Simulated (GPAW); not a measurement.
# BeTe (F-43m) in GPAW: further runs

Runs on BeTe. Level: PBE. Tasks: dielectric tensor.

Everything below comes from runs of GPAW 26.7.0. Logs are shortened: lines on timing, memory, paths and dates and some standing lists are left out, and cuts for length are marked. The log counts tension as positive stress, the text compression.

**1. The crystal as given**

Symmetry: F-43m, No. 216, cubic system. The conventional cell has a = 5.503 Å, b = 5.503 Å, c = 5.503 Å, α = 90.00°, β = 90.00°, γ = 90.00°. Te (site symmetry -43m) has 4 Be at 2.38 Å as nearest neighbours. Be (site symmetry -43m) is surrounded by 4 Te at 2.38 Å.

**2. Dielectric tensor, PBE**

Contents of run.py:

```python
import numpy as np
from ase import Atoms
from ase.dft.bandgap import bandgap
from ase.io import write
from gpaw import GPAW, PW
from gpaw.response.df import DielectricFunction

atoms = Atoms(['Te', 'Be'],
              cell=[[0.0, 2.7514088358, 2.7514088358],
                    [2.7514088358, 0.0, 2.7514088358],
                    [2.7514088358, 2.7514088358, 0.0]],
              scaled_positions=[[0.75, 0.75, 0.75],
                                [0.0, 0.0, 0.0]],
              pbc=True)

calc = GPAW(mode=PW(650),
            xc='PBE',
            kpts={'size': (7, 7, 7), 'gamma': True},
            occupations={'name': 'fermi-dirac', 'width': 0.001},
            nbands=11,
            convergence={'density': 1e-06},
            maxiter=150,
            txt='gpaw.txt')
atoms.calc = calc
energy = atoms.get_potential_energy()
calc.write('gs.gpw')
write('result.traj', atoms)
print(f'Energy: {energy:.6f} eV')
print('Fermi level:', round(calc.get_fermi_level(), 4), 'eV')
print(f'Gap: {bandgap(calc)[0]:.4f} eV, direct: {bandgap(calc, direct=True)[0]:.4f} eV')

for size in [(21, 21, 21)]:
    name = 'x'.join(str(n) for n in size)
    dense = calc.fixed_density(kpts={'size': size, 'gamma': True},
                               nbands=30, convergence={'bands': 24, 'eigenstates': 1e-7},
                               update_fermi_level=True, txt=f'dense-{name}.txt')
    dense.write(f'{name}.gpw', mode='all')
    df = DielectricFunction(f'{name}.gpw', frequencies=np.array([0.0]), hilbert=False, eta=0.001,
                            ecut=80, nbands=24, intraband=False, txt=f'df-{name}.txt')
    for xc in ['RPA']:
        for direction in ['x', 'y', 'z', [0, 1, 1], [1, 0, 1], [1, 1, 0]]:
            e0, e = df.get_macroscopic_dielectric_constant(xc=xc, direction=direction)
            print(f'{name} {xc} {direction}: {e0:.4f} without, {e:.4f} with local fields')
```

Potentials or basis: GPAW PAW data sets (gpaw-data 1.2.1), pw.

On the command line:

```bash
OMP_NUM_THREADS=1 python run.py
```

gpaw.txt:

```text
__  _  _
 | _ |_)|_||  |
 |__||  | ||/\| - 26.7.0

Input parameters:
  mode=PW(ecut=650.0),
  convergence={'density': 1e-06},
  kpts=MonkhorstPack(size=(7, 7, 7), gamma=True),
  maxiter=150,
  nbands=11,
  occupations=Occupations(name='fermi-dirac', width=0.001),
  xc=XC(name='PBE')

Diagonalizing LCAO Hamiltonian
Converting LCAO to pw mode

                    Te

       Be

Atoms  # Å, Bohr magnetons
|   | symbol |        x |        y |        z |    initial magnetic moments |
|---|--------|----------|----------|----------|-----------------------------|
| 0 |     Te | 4.127113 | 4.127113 | 4.127113 | ( 0.0000,  0.0000,  0.0000) |
| 1 |     Be | 0.000000 | 0.000000 | 0.000000 | ( 0.0000,  0.0000,  0.0000) |

Unit cell  # Å
| periodic |        x |        y |        z |  lengths |    angles |
|----------|----------|----------|----------|----------|-----------|
|      yes | 0.000000 | 2.751409 | 2.751409 | 3.891080 | 60.000000 |
|      yes | 2.751409 | 0.000000 | 2.751409 | 3.891080 | 60.000000 |
|      yes | 2.751409 | 2.751409 | 0.000000 | 3.891080 | 60.000000 |

Number of symmetries: 24
Symmetry operations  # r_c * U_cc + t_c -> r_c
|    | kind |            matrix            |
|----|------|------------------------------|
|  0 |  E   |  1, 0, 0,  0, 1, 0,  0, 0, 1 |
|  1 |  σ   |  1, 0, 0,  0, 0, 1,  0, 1, 0 |
|  2 |  σ   |  1, 0,-1,  0, 1,-1,  0, 0,-1 |
|  3 |  C3  |  1, 0,-1,  0, 0,-1,  0, 1,-1 |
|  4 |  C3  |  1,-1, 0,  0,-1, 1,  0,-1, 0 |
|  5 |  σ   |  1,-1, 0,  0,-1, 0,  0,-1, 1 |
|  6 |  σ   |  0, 1, 0,  1, 0, 0,  0, 0, 1 |
|  7 |  C3  |  0, 1, 0,  0, 0, 1,  1, 0, 0 |
|  8 |  C2  |  0, 1,-1,  1, 0,-1,  0, 0,-1 |
|  9 |  S4  |  0, 1,-1,  0, 0,-1,  1, 0,-1 |
| 10 |  C3  |  0, 0, 1,  1, 0, 0,  0, 1, 0 |
| 11 |  σ   |  0, 0, 1,  0, 1, 0,  1, 0, 0 |
| 12 |  S4  |  0, 0,-1,  1, 0,-1,  0, 1,-1 |
| 13 |  C3  |  0, 0,-1,  0, 1,-1,  1, 0,-1 |
| 14 |  S4  |  0,-1, 1,  1,-1, 0,  0,-1, 0 |
| 15 |  C2  |  0,-1, 1,  0,-1, 0,  1,-1, 0 |
| 16 |  C3  |  0,-1, 0,  1,-1, 0,  0,-1, 1 |
| 17 |  S4  |  0,-1, 0,  0,-1, 1,  1,-1, 0 |
| 18 |  S4  | -1, 1, 0, -1, 0, 1, -1, 0, 0 |
| 19 |  C3  | -1, 1, 0, -1, 0, 0, -1, 0, 1 |
| 20 |  C3  | -1, 0, 1, -1, 1, 0, -1, 0, 0 |
| 21 |  S4  | -1, 0, 1, -1, 0, 0, -1, 1, 0 |
| 22 |  σ   | -1, 0, 0, -1, 1, 0, -1, 0, 1 |
| 23 |  C2  | -1, 0, 0, -1, 0, 1, -1, 1, 0 |

BZ-sampling:
  Number of BZ points: 343
  Number of IBZ points: 20

  Monkhorst-Pack size: [7, 7, 7]
  Monkhorst-Pack shift: [0, 0, 0]

K-points  # in reciprocal-cell coordinates
|     |                                coordinates |     weight |
|-----|--------------------------------------------|------------|
|   0 | (  0.00000000,   0.00000000,   0.00000000) | 0.00291545 |
|   1 | (  0.14285714,   0.14285714,   0.00000000) | 0.01749271 |
|   2 | (  0.14285714,   0.14285714,   0.14285714) | 0.02332362 |
|   3 | (  0.28571429,   0.14285714,   0.14285714) | 0.03498542 |
|   4 | (  0.28571429,   0.28571429,   0.00000000) | 0.01749271 |
|   5 | (  0.28571429,   0.28571429,   0.14285714) | 0.06997085 |
|   6 | (  0.28571429,   0.28571429,   0.28571429) | 0.02332362 |
|   7 | (  0.42857143,  -0.28571429,  -0.28571429) | 0.03498542 |
|   8 | (  0.42857143,   0.28571429,  -0.42857143) | 0.13994169 |
|   9 | (  0.42857143,   0.28571429,  -0.28571429) | 0.06997085 |
| ... |                                            |            |
|  19 | (  0.42857143,   0.42857143,   0.42857143) | 0.02332362 |

Plane wave coefficients: 1586
Cutoff: 650.0 eV

Spin-components: 1 (collinear spins)
Bands:           11
Projectors:      8
Spin-degeneracy: 2
Datatype:        complex128

Parallelization:
  kpt:    1
  domain: 1
  band:   1

Density:
  Valence electrons: 8.0
  Components: 1
  Grid points: [24 24 24]
  Charge: 0.0  # |e|

Potential:
  Grid points: [24 24 24]

species:
  Te:
    name:    Tellurium
    Z:       52.0
    valence: 6
    core:    46
    charge:  0.0  # [|e|]
    compensation charges:
      type: gauss
      rc: 0.36  # [Å]
      lmax: 2
    cutoffs:
      filter: 2.09  # [Å]
      core: 3.17  # [Å]
    projectors
    | kind |    occ | energy [eV] | rcut [Å] |
    |------|--------|-------------|----------|
    |   5s |  2.000 |     -15.089 |    1.180 |
    |   5p |  4.000 |      -5.955 |    1.196 |
    |    s |        |      12.123 |    1.180 |
    |    p |        |      21.256 |    1.196 |
    |    d |        |       0.000 |    1.238 |

    Using partial waves for Te as LCAO basis

  Be:
    name:    Beryllium
    Z:       4.0
    valence: 2
    core:    2
    charge:  0.0  # [|e|]
    compensation charges:
      type: gauss
      rc: 0.25  # [Å]
      lmax: 2
    cutoffs:
      filter: 1.42  # [Å]
      core: 1.77  # [Å]
    projectors
    | kind |    occ | energy [eV] | rcut [Å] |
    |------|--------|-------------|----------|
    |   2s |  2.000 |      -5.610 |    0.794 |
    |   2p |  0.000 |      -2.018 |    0.794 |
    |    s |        |      21.602 |    0.794 |

    Using partial waves for Be as LCAO basis

Reference energy: -185188.868407  # eV

eigensolver:
  PPCG
  Converge bands: occupied
  niter=2

density mixing:
  MSR1-Mixer
  Pratt-step length: 0.05
  Maximum mixing coefficient: 0.75
  Old densities: 10
  SVD Regularization: 0.005
  Good broyden scale: 1.0
  Trust region scale: 1.0
  Backstep threshold: 4.0
  History deletion threshold: 6.0
  Fourier metric: weight=20.0, sigma=0.015

occupation numbers:
  Fermi-Dirac:
    width: 0.0010  # eV

poisson solver:
  ecut: 5200.0  # eV

xc functional:
  name: PBE with 2 nearest neighbor stencil

convergence criteria:
- Maximum integral of absolute [dens]ity change: 1e-06 electrons / valence electron
- Maximum [total energy] change in last 3 cyles: 0.0005 eV / valence electron
- Maximum integral of absolute [eigenst]ate change: 4e-08 eV^2 / valence electron
maximum number of iterations: 150

SCF iterations
|iter     | |      energy | eigst |  dens |
|---------|-|-------------|-------|-------|
|iter:   1| |   -7.741150 | -0.14 |       |
|iter:   2| |   -7.717515 | -2.22 | -0.90 |
|iter:   3| |   -7.577229 | -2.20 | -0.93 |
|iter:   4| |   -7.577535 | -3.16 | -1.54 |
|iter:   5| |   -7.578181c| -4.34 | -2.06 |
|iter:   6| |   -7.578224c| -5.54 | -2.67 |
|iter:   7| |   -7.578225c| -7.06 | -3.73 |
|iter:   8| |   -7.578225c| -7.92c| -4.12 |
|iter:   9| |   -7.578225c| -8.62c| -5.21 |
|iter:  10| |   -7.578225c| -9.28c| -5.69 |
|iter:  11| |   -7.578225c|-10.17c| -6.79c|

Converged in 11 steps
Energy contributions relative to reference atoms: (reference = -185188.868407)

Energy contributions:
  Kinetic:          20.257999
  Coulomb:         -17.953793
  Zero:              0.130776
  External:          0.000000
  Xc:              -10.013207
  Entropy:          -0.000000
  Spinorbit:         0.000000
  ----------------------------
  Free energy:      -7.578225
  Extrapolated:     -7.578225

dipole moment: (-0.353172, -0.353172, -0.353172)  # |e|*Ang

Fermi level: 7.042
Eigenvalues  # (at kpt = [0.000, 0.000, 0.000])
| band index |      eig [eV] | occ [0-2] |
|------------|---------------|-----------|
|          0 |        -6.963 |     2.000 |
|          1 |         5.801 |     2.000 |
|          2 |         5.801 |     2.000 |
|          3 |         5.801 |     2.000 |
|          4 |         9.365 |     0.000 |
|          5 |         9.365 |     0.000 |
|          6 |         9.365 |     0.000 |
|          7 |        10.155 |     0.000 |
|          8 |        14.239 |     0.000 |
|          9 |        16.415 |     0.000 |
|         10 |        16.422 |     0.000 |

Gap: 1.869 eV
Transition (v -> c):
  (s=0, k=0, n=3, [0.00, 0.00, 0.00]) -> (s=0, k=16, n=4, [0.43, 0.43, 0.00])
Direct/indirect transitions are different
Direct gap: 3.564 eV
Transition at: (s=0, k=0, n=3, [0.00, 0.00, 0.00])
# Writing to gs.gpw (mode='')
```

df-21x21x21.txt:

```text
FrequencyGridDescriptor(from 0.000 to 0.000 eV, 1 points)
FrequencyGridDescriptor(from 0.000 to 0.000 eV, 1 points)

Calculating chi0 body with:
    Ground state adapter containing:
    Number of spins: 1
    Number of kpoints: 9261
    Number of irreducible kpoints: 286
    Number of completely occupied states: 4
    Number of partially occupied states: 4

    Linear response parametrization:
    q_c: [0.0, 0.0, 0.0]
    Number of frequency points: 1
    Planewave cutoff: 80.0
    Number of bands: 24
    Number of planewaves: 65
    Broadening (eta): 0.001

Integrating chi0 body.

Symmetries of q_c:
    Direct symmetries (Uq -> q): 24
    Indirect symmetries (TUq -> q): 24
In total 48 allowed symmetries.

Integral kind: response function

Calculating chi0 optical extensions with:
    Ground state adapter containing:
    Number of spins: 1
    Number of kpoints: 9261
    Number of irreducible kpoints: 286
    Number of completely occupied states: 4
    Number of partially occupied states: 4

    Linear response parametrization:
    Number of frequency points: 1
    Planewave cutoff: 80.0
    Number of bands: 24
    Number of planewaves: 65
    Broadening (eta): 0.001
Integrating chi0 head and wings.

Symmetries of q_c:
    Direct symmetries (Uq -> q): 24
    Indirect symmetries (TUq -> q): 24
In total 48 allowed symmetries.

Integral kind: response function wings

Finished calculating chi0
```

Run time: 3.2 min. Hardware: 1 thread of Intel Xeon at 2.60GHz (Ice Lake), shared host; peak memory 0.56 GiB.

Results:

```
Free energy                             : -7.5782 eV
Band gap on the k mesh                  : 1.87 eV, indirect (least direct gap 3.56 eV)
Electronic dielectric tensor (diagonal) : 6.91
```

Electronic dielectric tensor:
```
6.91 0.00 0.00
0.00 6.91 0.00
0.00 0.00 6.91
```

Caveat: the long-wavelength limit can be off by a per cent or two; spin-orbit coupling is left out, which moves the levels of the heavy elements; an odd mesh through Γ misses points on the zone boundary, where band edges often lie.

**3. Dielectric tensor, PBE**

This run uses another cell than the first one, of 21.25 Å³/atom, 1.020 times its volume.

Changes to run.py since step 2:

```diff
@@ -8,5 +8,5 @@
 atoms = Atoms(['Te', 'Be'],
-              cell=[[0.0, 2.7514088358, 2.7514088358],
-                    [2.7514088358, 0.0, 2.7514088358],
-                    [2.7514088358, 2.7514088358, 0.0]],
+              cell=[[0.0, 2.77, 2.77],
+                    [2.77, 0.0, 2.77],
+                    [2.77, 2.77, 0.0]],
               scaled_positions=[[0.75, 0.75, 0.75],
```

Potentials or basis: GPAW PAW data sets (gpaw-data 1.2.1), pw.

On the command line:

```bash
OMP_NUM_THREADS=1 python run.py
```

gpaw.txt:

```text
__  _  _
 | _ |_)|_||  |
 |__||  | ||/\| - 26.7.0

Input parameters:
  mode=PW(ecut=650.0),
  convergence={'density': 1e-06},
  kpts=MonkhorstPack(size=(7, 7, 7), gamma=True),
  maxiter=150,
  nbands=11,
  occupations=Occupations(name='fermi-dirac', width=0.001),
  xc=XC(name='PBE')

Diagonalizing LCAO Hamiltonian
Converting LCAO to pw mode

                    Te

       Be

Atoms  # Å, Bohr magnetons
|   | symbol |        x |        y |        z |    initial magnetic moments |
|---|--------|----------|----------|----------|-----------------------------|
| 0 |     Te | 4.155000 | 4.155000 | 4.155000 | ( 0.0000,  0.0000,  0.0000) |
| 1 |     Be | 0.000000 | 0.000000 | 0.000000 | ( 0.0000,  0.0000,  0.0000) |

Unit cell  # Å
| periodic |        x |        y |        z |  lengths |    angles |
|----------|----------|----------|----------|----------|-----------|
|      yes | 0.000000 | 2.770000 | 2.770000 | 3.917372 | 60.000000 |
|      yes | 2.770000 | 0.000000 | 2.770000 | 3.917372 | 60.000000 |
|      yes | 2.770000 | 2.770000 | 0.000000 | 3.917372 | 60.000000 |

Number of symmetries: 24
Symmetry operations  # r_c * U_cc + t_c -> r_c
|    | kind |            matrix            |
|----|------|------------------------------|
|  0 |  E   |  1, 0, 0,  0, 1, 0,  0, 0, 1 |
|  1 |  σ   |  1, 0, 0,  0, 0, 1,  0, 1, 0 |
|  2 |  σ   |  1, 0,-1,  0, 1,-1,  0, 0,-1 |
|  3 |  C3  |  1, 0,-1,  0, 0,-1,  0, 1,-1 |
|  4 |  C3  |  1,-1, 0,  0,-1, 1,  0,-1, 0 |
|  5 |  σ   |  1,-1, 0,  0,-1, 0,  0,-1, 1 |
|  6 |  σ   |  0, 1, 0,  1, 0, 0,  0, 0, 1 |
|  7 |  C3  |  0, 1, 0,  0, 0, 1,  1, 0, 0 |
|  8 |  C2  |  0, 1,-1,  1, 0,-1,  0, 0,-1 |
|  9 |  S4  |  0, 1,-1,  0, 0,-1,  1, 0,-1 |
| 10 |  C3  |  0, 0, 1,  1, 0, 0,  0, 1, 0 |
| 11 |  σ   |  0, 0, 1,  0, 1, 0,  1, 0, 0 |
| 12 |  S4  |  0, 0,-1,  1, 0,-1,  0, 1,-1 |
| 13 |  C3  |  0, 0,-1,  0, 1,-1,  1, 0,-1 |
| 14 |  S4  |  0,-1, 1,  1,-1, 0,  0,-1, 0 |
| 15 |  C2  |  0,-1, 1,  0,-1, 0,  1,-1, 0 |
| 16 |  C3  |  0,-1, 0,  1,-1, 0,  0,-1, 1 |
| 17 |  S4  |  0,-1, 0,  0,-1, 1,  1,-1, 0 |
| 18 |  S4  | -1, 1, 0, -1, 0, 1, -1, 0, 0 |
| 19 |  C3  | -1, 1, 0, -1, 0, 0, -1, 0, 1 |
| 20 |  C3  | -1, 0, 1, -1, 1, 0, -1, 0, 0 |
| 21 |  S4  | -1, 0, 1, -1, 0, 0, -1, 1, 0 |
| 22 |  σ   | -1, 0, 0, -1, 1, 0, -1, 0, 1 |
| 23 |  C2  | -1, 0, 0, -1, 0, 1, -1, 1, 0 |

BZ-sampling:
  Number of BZ points: 343
  Number of IBZ points: 20

  Monkhorst-Pack size: [7, 7, 7]
  Monkhorst-Pack shift: [0, 0, 0]

K-points  # in reciprocal-cell coordinates
|     |                                coordinates |     weight |
|-----|--------------------------------------------|------------|
|   0 | (  0.00000000,   0.00000000,   0.00000000) | 0.00291545 |
|   1 | (  0.14285714,   0.14285714,   0.00000000) | 0.01749271 |
|   2 | (  0.14285714,   0.14285714,   0.14285714) | 0.02332362 |
|   3 | (  0.28571429,   0.14285714,   0.14285714) | 0.03498542 |
|   4 | (  0.28571429,   0.28571429,   0.00000000) | 0.01749271 |
|   5 | (  0.28571429,   0.28571429,   0.14285714) | 0.06997085 |
|   6 | (  0.28571429,   0.28571429,   0.28571429) | 0.02332362 |
|   7 | (  0.42857143,  -0.28571429,  -0.28571429) | 0.03498542 |
|   8 | (  0.42857143,   0.28571429,  -0.42857143) | 0.13994169 |
|   9 | (  0.42857143,   0.28571429,  -0.28571429) | 0.06997085 |
| ... |                                            |            |
|  19 | (  0.42857143,   0.42857143,   0.42857143) | 0.02332362 |

Plane wave coefficients: 1639
Cutoff: 650.0 eV

Spin-components: 1 (collinear spins)
Bands:           11
Projectors:      8
Spin-degeneracy: 2
Datatype:        complex128

Parallelization:
  kpt:    1
  domain: 1
  band:   1

Density:
  Valence electrons: 8.0
  Components: 1
  Grid points: [24 24 24]
  Charge: 0.0  # |e|

Potential:
  Grid points: [24 24 24]

species:
  Te:
    name:    Tellurium
    Z:       52.0
    valence: 6
    core:    46
    charge:  0.0  # [|e|]
    compensation charges:
      type: gauss
      rc: 0.36  # [Å]
      lmax: 2
    cutoffs:
      filter: 2.09  # [Å]
      core: 3.17  # [Å]
    projectors
    | kind |    occ | energy [eV] | rcut [Å] |
    |------|--------|-------------|----------|
    |   5s |  2.000 |     -15.089 |    1.180 |
    |   5p |  4.000 |      -5.955 |    1.196 |
    |    s |        |      12.123 |    1.180 |
    |    p |        |      21.256 |    1.196 |
    |    d |        |       0.000 |    1.238 |

    Using partial waves for Te as LCAO basis

  Be:
    name:    Beryllium
    Z:       4.0
    valence: 2
    core:    2
    charge:  0.0  # [|e|]
    compensation charges:
      type: gauss
      rc: 0.25  # [Å]
      lmax: 2
    cutoffs:
      filter: 1.42  # [Å]
      core: 1.77  # [Å]
    projectors
    | kind |    occ | energy [eV] | rcut [Å] |
    |------|--------|-------------|----------|
    |   2s |  2.000 |      -5.610 |    0.794 |
    |   2p |  0.000 |      -2.018 |    0.794 |
    |    s |        |      21.602 |    0.794 |

    Using partial waves for Be as LCAO basis

Reference energy: -185188.868407  # eV

eigensolver:
  PPCG
  Converge bands: occupied
  niter=2

density mixing:
  MSR1-Mixer
  Pratt-step length: 0.05
  Maximum mixing coefficient: 0.75
  Old densities: 10
  SVD Regularization: 0.005
  Good broyden scale: 1.0
  Trust region scale: 1.0
  Backstep threshold: 4.0
  History deletion threshold: 6.0
  Fourier metric: weight=20.0, sigma=0.015

occupation numbers:
  Fermi-Dirac:
    width: 0.0010  # eV

poisson solver:
  ecut: 5200.0  # eV

xc functional:
  name: PBE with 2 nearest neighbor stencil

convergence criteria:
- Maximum integral of absolute [dens]ity change: 1e-06 electrons / valence electron
- Maximum [total energy] change in last 3 cyles: 0.0005 eV / valence electron
- Maximum integral of absolute [eigenst]ate change: 4e-08 eV^2 / valence electron
maximum number of iterations: 150

SCF iterations
|iter     | |      energy | eigst |  dens |
|---------|-|-------------|-------|-------|
|iter:   1| |   -7.751039 | -0.15 |       |
|iter:   2| |   -7.730386 | -2.21 | -0.91 |
|iter:   3| |   -7.604631 | -2.24 | -0.94 |
|iter:   4| |   -7.605156 | -3.18 | -1.54 |
|iter:   5| |   -7.605770c| -4.38 | -2.07 |
|iter:   6| |   -7.605811c| -5.55 | -2.67 |
|iter:   7| |   -7.605813c| -7.03 | -3.69 |
|iter:   8| |   -7.605813c| -7.88c| -4.10 |
|iter:   9| |   -7.605813c| -8.58c| -5.18 |
|iter:  10| |   -7.605813c| -9.21c| -5.63 |
|iter:  11| |   -7.605813c|-10.11c| -6.73c|

Converged in 11 steps
Energy contributions relative to reference atoms: (reference = -185188.868407)

Energy contributions:
  Kinetic:          18.496219
  Coulomb:         -16.530652
  Zero:              0.134621
  External:          0.000000
  Xc:               -9.706000
  Entropy:          -0.000000
  Spinorbit:         0.000000
  ----------------------------
  Free energy:      -7.605813
  Extrapolated:     -7.605813

dipole moment: (-0.426309, -0.426309, -0.426309)  # |e|*Ang

Fermi level: 6.826
Eigenvalues  # (at kpt = [0.000, 0.000, 0.000])
| band index |      eig [eV] | occ [0-2] |
|------------|---------------|-----------|
|          0 |        -7.057 |     2.000 |
|          1 |         5.562 |     2.000 |
|          2 |         5.562 |     2.000 |
|          3 |         5.562 |     2.000 |
|          4 |         9.146 |     0.000 |
|          5 |         9.146 |     0.000 |
|          6 |         9.146 |     0.000 |
|          7 |         9.760 |     0.000 |
|          8 |        13.973 |     0.000 |
|          9 |        16.129 |     0.000 |
|         10 |        16.924 |     0.000 |

Gap: 1.920 eV
Transition (v -> c):
  (s=0, k=0, n=3, [0.00, 0.00, 0.00]) -> (s=0, k=16, n=4, [0.43, 0.43, 0.00])
Direct/indirect transitions are different
Direct gap: 3.585 eV
Transition at: (s=0, k=0, n=3, [0.00, 0.00, 0.00])
# Writing to gs.gpw (mode='')
```

Run time: 2.8 min. Hardware: 1 thread of Intel Xeon at 2.60GHz (Ice Lake), shared host; peak memory 0.57 GiB.

What came out:

* Free energy: -7.6058 eV
* Band gap on the k mesh: 1.92 eV, indirect (least direct gap 3.58 eV)
* Electronic dielectric tensor (diagonal): 6.86

Electronic dielectric tensor:
```
6.86 0.00 0.00
0.00 6.86 0.00
0.00 0.00 6.86
```

Caveat: the long-wavelength limit can be off by a per cent or two; spin-orbit coupling is left out, which moves the levels of the heavy elements; an odd mesh through Γ misses points on the zone boundary, where band edges often lie.
